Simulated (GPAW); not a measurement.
This GPAW 26.7.0 run on PbS (Galena) needs a look.

Contents of run.py:

```python
import json
import numpy as np
from ase import Atoms
from ase.constraints import FixSymmetry
from ase.filters import FrechetCellFilter
from ase.io import read, write
from ase.optimize import BFGS
from phonopy import Phonopy
from phonopy.structure.atoms import PhonopyAtoms
from gpaw import GPAW, PW

atoms = read('PbS.xyz')

calc = GPAW(mode=PW(510),
            xc='PBE',
            kpts={'size': (4, 4, 4), 'gamma': True},
            occupations={'name': 'fermi-dirac', 'width': 0.05},
            setups={'S': 'v3'},
            nbands=8,
            convergence={'density': 1e-06, 'eigenstates': 1e-09},
            maxiter=60,
            txt='gpaw.txt')
atoms.calc = calc
atoms.set_constraint(FixSymmetry(atoms))
BFGS(FrechetCellFilter(atoms), trajectory='relax.traj', logfile='-').run(fmax=0.005, steps=40)
atoms.set_constraint()
energy = atoms.get_potential_energy()
forces = atoms.get_forces()
stress = atoms.get_stress()
calc.write('gs.gpw')
write('result.traj', atoms)
print('Cell:', atoms.cell.cellpar().round(4))
print(atoms.get_scaled_positions().round(5))

def force_constants(scale):
    unit = PhonopyAtoms(symbols=atoms.get_chemical_symbols(), cell=atoms.cell[:] * scale**(1 / 3),
                        scaled_positions=atoms.get_scaled_positions())
    ph = Phonopy(unit, supercell_matrix=np.diag([2, 2, 2]), primitive_matrix=np.eye(3), symprec=1e-4)
    ph.generate_displacements(distance=0.01)
    forces = []
    for i, sc in enumerate(ph.supercells_with_displacements):
        a = Atoms(sc.symbols, cell=sc.cell, scaled_positions=sc.scaled_positions, pbc=True)
        c = GPAW(mode=PW(510),
                 xc='PBE',
                 kpts={'size': (2, 2, 2), 'gamma': True},
                 occupations={'name': 'fermi-dirac', 'width': 0.05},
                 setups={'S': 'v3'},
                 nbands=33,
                 convergence={'density': 1e-06, 'eigenstates': 1e-09},
                 maxiter=60,
                 txt=f'disp-{scale:.3f}-{i:02d}.txt')
        a.calc = c
        f = a.get_forces()
        forces.append(f - f.mean(axis=0))
        print(f'displacement {i}: drift', f.mean(axis=0).round(5), flush=True)
    ph.forces = forces
    ph.produce_force_constants()
    ph.symmetrize_force_constants()
    return ph

qpoints = [[0.0, 0.0, 0.0], [0.0, 0.0, 0.5], [0.0, 0.5, 0.0], [0.0, 0.5, 0.5], [0.5, 0.0, 0.0], [0.5, 0.0, 0.5], [0.5, 0.5, 0.0], [0.5, 0.5, 0.5]]
results = {}
for scale in [0.99, 1.0, 1.01]:
    ph = force_constants(scale)
    ph.run_qpoints(qpoints)
    nu = ph.qpoints.frequencies * 33.35641  # THz to cm^-1
    results[f'{scale:.3f}'] = nu.tolist()
    for qp, f in zip(qpoints, nu):
        print(scale, np.round(qp, 4), f.round(2))

lo, mid, hi = (np.array(results[x]) for x in ('0.990', '1.000', '1.010'))
gamma = np.where(abs(mid) > 5, -(hi - lo) / (np.log(1.01 / 0.99) * np.where(abs(mid) > 5, mid, 1)), 0)
results['gamma'] = gamma.tolist()
print('Mode Grueneisen parameters:')
print(gamma.round(3))
json.dump(results, open('phonons.json', 'w'))
```

The input PbS.xyz:

```xyz
2
Lattice="0.0000000000 2.9657500000 2.9657500000 2.9657500000 0.0000000000 2.9657500000 2.9657500000 2.9657500000 0.0000000000" Properties=species:S:1:pos:R:3 pbc="T T T"
Pb     0.0000000000      0.0000000000      0.0000000000
S      2.9657500000      2.9657500000      2.9657500000
```

Potentials or basis: GPAW PAW data sets (gpaw-data 1.2.1), newer versions, pw.

Launch:

```console
$ OMP_NUM_THREADS=1 python run.py
```

gpaw.txt:

```text
__  _  _
 | _ |_)|_||  |
 |__||  | ||/\| - 26.7.0

Input parameters:
  mode=PW(ecut=510.0),
  convergence={'density': 1e-06, 'eigenstates': 1e-09},
  kpts=MonkhorstPack(size=(4, 4, 4), gamma=True),
  maxiter=60,
  nbands=8,
  occupations=Occupations(name='fermi-dirac', width=0.05),
  setups={'S': 'v3'},
  xc=XC(name='PBE')
```

On the terminal:

```text
Traceback (most recent call last):
[... 19 lines left out ...]
  File "new/builder.py", line 564, in calculate_number_of_bands
ValueError: Too few bands!  Electrons: 20.0, bands: 8
```

Problem. How did it end, and where is the flaw?

Solution. The program refused the input. The input holds a flaw that was put in on purpose: fewer bands than the electrons need (nbands = 8).
